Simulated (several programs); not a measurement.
# What each method gives for BaTe (NiAs type)

BaTe in the NiAs-type structure, relaxed with r2SCAN in Ansatz, was computed with several methods. It is hexagonal, P6_3/mmc (No. 194); conventional cell a = 4.895 Å, c = 8.584 Å, 44.54 Å³ an atom. Around Ba lie 6 Te at 3.55 Å; around Te lie 6 Ba at 3.55 Å. The structure was generated, not taken from experiment, and needn't be the ground state; spin polarisation is off.

```cif
data_structure
_symmetry_space_group_name_H-M 'P6_3/mmc'
_symmetry_Int_Tables_number 194
_cell_length_a 4.8954
_cell_length_b 4.8954
_cell_length_c 8.5841
_cell_angle_alpha 90.000
_cell_angle_beta 90.000
_cell_angle_gamma 120.000
_cell_volume 178.15
loop_
_atom_site_label
_atom_site_type_symbol
_atom_site_symmetry_multiplicity
_atom_site_Wyckoff_symbol
_atom_site_fract_x
_atom_site_fract_y
_atom_site_fract_z
_atom_site_occupancy
Ba1 Ba 2 a 0.00000 0.00000 0.00000 1
Te1 Te 2 c 0.33333 0.66667 0.25000 1
```

Gaps and times are for a single point on this cell; volume and bulk modulus come from each method's own relaxation or energy curve at fixed shape, which is too stiff where a cell has free coordinates or axes. Times are rough, from shared hosts (Arm Neoverse V2; Intel Xeon Processor @ 2.70GHz), and each method has its own mesh and cell size. A dagger marks a closed or tiny gap in a crystal that DFT finds insulating: a failure of the method or a wrong SCF state. A double dagger marks a value from a curve with shape and coordinates held. PM6 (MOPAC), PM7 (MOPAC), GFN2-xTB (tblite) treat a cluster of cells at its zone centre, which samples few k points: where these miss a band edge, the gap comes out too large for that reason alone. Gaps from k meshes are read at a limited set of points (mesh, symmetry points, PBE's band edges), so each method's own least gap may be somewhat smaller. xTB and the PM methods were fitted mostly to molecules, and can miss a solid's gap by electronvolts. Minimal bases can be far off for gaps. Times of the plane-wave ladder aren't listed, since it ran on unlike processors and cards. GLLB-SC's gap includes the derivative discontinuity. d marks a direct gap, i an indirect one (no mark: not told apart), a dash a value that wasn't computed or didn't pass its checks.

```json
{"method": "PBEsol", "kind": "semilocal", "gap (eV)": "–", "own volume (Å³/atom)": "42.36", "bulk modulus (GPa)": "–", "atoms computed": "4", "processor time": "–"}
{"method": "PM7 (MOPAC)", "kind": "semi-empirical", "gap (eV)": "10.28", "own volume (Å³/atom)": "–", "bulk modulus (GPa)": "–", "atoms computed": "cluster", "processor time": "0.28 s"}
{"method": "PM6 (MOPAC)", "kind": "semi-empirical", "gap (eV)": "2.73", "own volume (Å³/atom)": "–", "bulk modulus (GPa)": "–", "atoms computed": "cluster", "processor time": "0.31 s"}
{"method": "GFN2-xTB (tblite)", "kind": "tight binding", "gap (eV)": "0.00†", "own volume (Å³/atom)": "–", "bulk modulus (GPa)": "–", "atoms computed": "cluster", "processor time": "1.4 s"}
{"method": "light PBE (260 eV and a coarse mesh)", "kind": "light plane-wave", "gap (eV)": "1.73 i", "own volume (Å³/atom)": "–", "bulk modulus (GPa)": "–", "atoms computed": "4", "processor time": "1.9 s"}
{"method": "PBE", "kind": "semilocal", "gap (eV)": "1.75 i", "own volume (Å³/atom)": "44.57", "bulk modulus (GPa)": "28‡", "atoms computed": "4", "processor time": "–"}
{"method": "PBE/SZV (CP2K)", "kind": "small basis", "gap (eV)": "1.48 d", "own volume (Å³/atom)": "–", "bulk modulus (GPa)": "–", "atoms computed": "4", "processor time": "8.7 s"}
{"method": "LDA", "kind": "semilocal", "gap (eV)": "1.62 i", "own volume (Å³/atom)": "41.00", "bulk modulus (GPa)": "–", "atoms computed": "4", "processor time": "–"}
{"method": "r2SCAN", "kind": "semilocal", "gap (eV)": "2.12 i", "own volume (Å³/atom)": "44.54", "bulk modulus (GPa)": "30‡", "atoms computed": "4", "processor time": "–"}
{"method": "PBE/DZVP (CP2K)", "kind": "small basis", "gap (eV)": "2.06 i", "own volume (Å³/atom)": "45.74‡", "bulk modulus (GPa)": "28‡", "atoms computed": "4", "processor time": "20 s"}
{"method": "GLLB-SC (GPAW)", "kind": "model potential", "gap (eV)": "3.51", "own volume (Å³/atom)": "–", "bulk modulus (GPa)": "–", "atoms computed": "4", "processor time": "76 s"}
{"method": "PBE/single zeta (GPAW)", "kind": "small basis", "gap (eV)": "1.69 d", "own volume (Å³/atom)": "–", "bulk modulus (GPa)": "–", "atoms computed": "4", "processor time": "78 s"}
{"method": "PBE+SOC", "kind": "semilocal", "gap (eV)": "1.48 i", "own volume (Å³/atom)": "–", "bulk modulus (GPa)": "–", "atoms computed": "4", "processor time": "–"}
{"method": "PBE0", "kind": "hybrid", "gap (eV)": "3.13 i", "own volume (Å³/atom)": "–", "bulk modulus (GPa)": "–", "atoms computed": "4", "processor time": "–"}
{"method": "HSE06", "kind": "hybrid", "gap (eV)": "2.48 i", "own volume (Å³/atom)": "–", "bulk modulus (GPa)": "–", "atoms computed": "4", "processor time": "–"}
{"method": "DDH-PBE0", "kind": "hybrid", "gap (eV)": "2.69 i", "own volume (Å³/atom)": "–", "bulk modulus (GPa)": "–", "atoms computed": "4", "processor time": "–"}
```

Against HSE06 (2.48 eV) and with closed or daggered gaps left aside, the nearest gap at the points sampled is that of DDH-PBE0 (+0.21 eV) and the farthest that of PM7 (MOPAC) (+7.80 eV). HSE06 is only a yardstick of convenience, and nearness to it can be luck.

Volumes against r2SCAN's: PBEsol -4.9 %, PBE +0.1 %, LDA -7.9 %.

Runs without a result: GFN1-xTB (tblite) (single point).

Only the rows marked +SOC include spin-orbit coupling.
